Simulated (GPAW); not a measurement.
Input of a GPAW 26.7.0 run:

Contents of run.py:

```python
from ase.dft.bandgap import bandgap
from ase.io import write
from ase.spacegroup import crystal
from ase.units import GPa
from gpaw import GPAW, PW, setup_paths

setup_paths.insert(0, '.')

# P 4c
# B 4a
atoms = crystal(['P', 'B'],
                basis=[[0.25, 0.25, 0.25],
                       [0.0, 0.0, 0.0]],
                spacegroup=216, setting=1,  # F-43m
                cellpar=[4.538, 4.538, 4.538, 90.0, 90.0, 90.0],
                primitive_cell=True)

calc = GPAW(mode=PW(800),
            xc='GGA_X_PW91+GGA_C_PW91',
            kpts={'size': (10, 10, 10), 'gamma': True},
            occupations={'name': 'fermi-dirac', 'width': 0.05},
            nbands=11,
            convergence={'density': 1e-05, 'energy': 1e-05},
            maxiter=150,
            txt='gpaw.txt')
atoms.calc = calc
energy = atoms.get_potential_energy()
forces = atoms.get_forces()
stress = atoms.get_stress()
calc.write('gs.gpw')
write('result.traj', atoms)
print(f'Energy: {energy:.6f} eV')
print('Forces (eV/A):')
print(forces.round(4))
print('Stress (GPa):', (stress / GPa).round(3))
print('Fermi level:', round(calc.get_fermi_level(), 4), 'eV')
print(f'Gap: {bandgap(calc)[0]:.4f} eV, direct: {bandgap(calc, direct=True)[0]:.4f} eV')

path = atoms.cell.bandpath('GXWKGLUWLK,UX', npoints=100, eps=1e-4)
bs_calc = calc.fixed_density(kpts=path, symmetry='off', nbands=19,
                             convergence={'bands': 'CBM+6.0', 'eigenstates': 1e-6}, txt='bands.txt')
bs = bs_calc.band_structure()
bs.write('bs.json')
print(f'Gap on the path: {bandgap(bs_calc)[0]:.4f} eV')
```

Potentials or basis: PAW data sets generated in the run's folder for this functional, pw.

Launch:

```sh
$ gpaw-setup -f GGA_X_PW91+GGA_C_PW91 B P
$ OMP_NUM_THREADS=1 python run.py
```

**Question.** What does it give for the band gap on the k mesh?

**Answer.** 1.28 eV, indirect (least direct gap 3.43 eV).

**Question.** Estimate the pressure.

**Answer.** 1.3 GPa.

**Question.** What does it give for the band gap along the path?

**Answer.** 1.28 eV, indirect (least direct gap 3.43 eV).

Levels at the corners of the path, in eV from the valence-band top:
```csv
point,band 1,band 2,band 3,band 4,band 5,band 6,band 7,band 8
Γ,-15.43,0.00,0.00,0.00,3.43,3.43,3.43,7.39
X,-10.59,-8.56,-4.09,-4.09,1.37,1.69,12.09,12.09
W,-10.32,-8.03,-5.65,-5.44,5.35,6.78,7.27,7.47
K,-10.59,-8.14,-6.19,-3.49,2.18,6.02,9.73,10.61
Γ,-15.43,0.00,0.00,0.00,3.43,3.43,3.43,7.39
L,-12.12,-9.01,-1.75,-1.75,3.79,4.74,4.74,10.18
U,-10.59,-8.14,-6.19,-3.49,2.18,6.02,9.73,10.61
W,-10.32,-8.03,-5.65,-5.44,5.35,6.78,7.27,7.47
L,-12.12,-9.01,-1.75,-1.75,3.79,4.74,4.74,10.18
K,-10.59,-8.14,-6.19,-3.49,2.18,6.02,9.73,10.61
U,-10.59,-8.14,-6.19,-3.49,2.18,6.02,9.73,10.61
X,-10.59,-8.56,-4.09,-4.09,1.37,1.69,12.09,12.09
```

As with any semilocal functional, this PW91 gap is likely too small.
